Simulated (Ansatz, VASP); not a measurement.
# Two plane-wave programs on AlN

Contents of INCAR:

```
SYSTEM = AlN
PREC = Accurate ; ENCUT = 520
EDIFF = 1E-6 ; ISMEAR = -1
SIGMA = 0.02 ; LREAL = .False.
LASPH = .True. ; NELM = 100
ALGO = Normal ; ISIF = 2
LWAVE = .False. ; LCHARG = .True.
GGA = PE ; LELF = .True.
LVHAR = .True. ; NBANDS = 16
```

KPOINTS

```
Automatic mesh
0
Gamma
  12 12 6
  0 0 0
```

The input POSCAR:

```
AlN
1.0
    3.1641675968      0.0000000000      0.0000000000
   -1.5820837984      2.7402495207      0.0000000000
    0.0000000000      0.0000000000      4.9255530007
Al N
2 2
Direct
    0.3333333333      0.6666666667     -0.0057809955
    0.6666666667      0.3333333333      0.4942190045
    0.3333333333      0.6666666667      0.3807809955
    0.6666666667      0.3333333333      0.8807809955
```

Input for Ansatz:

```yaml
crystal:
  lattice:
    - [3.1641675968, 0.0, 0.0]
    - [-1.5820837984, 2.7402495207, 0.0]
    - [0.0, 0.0, 4.9255530007]
  atoms:
    - { symbol: Al, position: [0.3333333333, 0.6666666667, -0.0057809955] }
    - { symbol: Al, position: [0.6666666667, 0.3333333333, 0.4942190045] }
    - { symbol: "N", position: [0.3333333333, 0.6666666667, 0.3807809955] }
    - { symbol: "N", position: [0.6666666667, 0.3333333333, 0.8807809955] }
kpoints:
  mp_grid: { grid: [12, 12, 6] }
  band_path:
    path:
      - [0.0, 0.0, 0.0]
      - [0.5, 0.0, 0.0]
      - [0.3333333333, 0.3333333333, 0.0]
      - [0.0, 0.0, 0.5]
      - [0.5, 0.0, 0.5]
      - [0.3333333333, 0.3333333333, 0.5]
    npoints: 1
hamiltonian:
  xc: pbe
scf:
  occupations: { method: fermi_dirac, width: 0.02 }
  n_extra_bands: 5
output:
  forces: true
  stress: true
  eigenvalues: true
```

Change from the starting cell: epitaxial_xy strain +1.9%.

Alike in both runs: task single point; functional PBE; k mesh 12 × 12 × 6; occupations fermi-dirac, width 0.02 eV; no spin polarisation.

|  | VASP | Ansatz |
| --- | --- | --- |
| version | VASP 6.6.1 | Ansatz 0.2.0 |
| potentials or method | VASP PAW PBE potentials, release 64 (Al, N) | plane waves, PAW |
| plane-wave cutoff (eV) | 520 | 420 |
| valence electrons in the cell | 16 | 16 |

```tsv
	VASP	Ansatz	Ansatz less VASP
gap on the k mesh at the Fermi level (eV)	3.87	3.86	-0.008
pressure (GPa)	-1.2	-0.9	+0.26
largest component of the traceless stress (GPa)	5.27	5.18	-0.091
rms of the force components (eV/Å)	0.020	0.020	+0.0001
```

Atom by atom the forces differ by 0.000 eV/Å (rms over components). With one functional, cell and mesh, what is left measures potentials, basis and numerics.

A k mesh can miss the band edges.
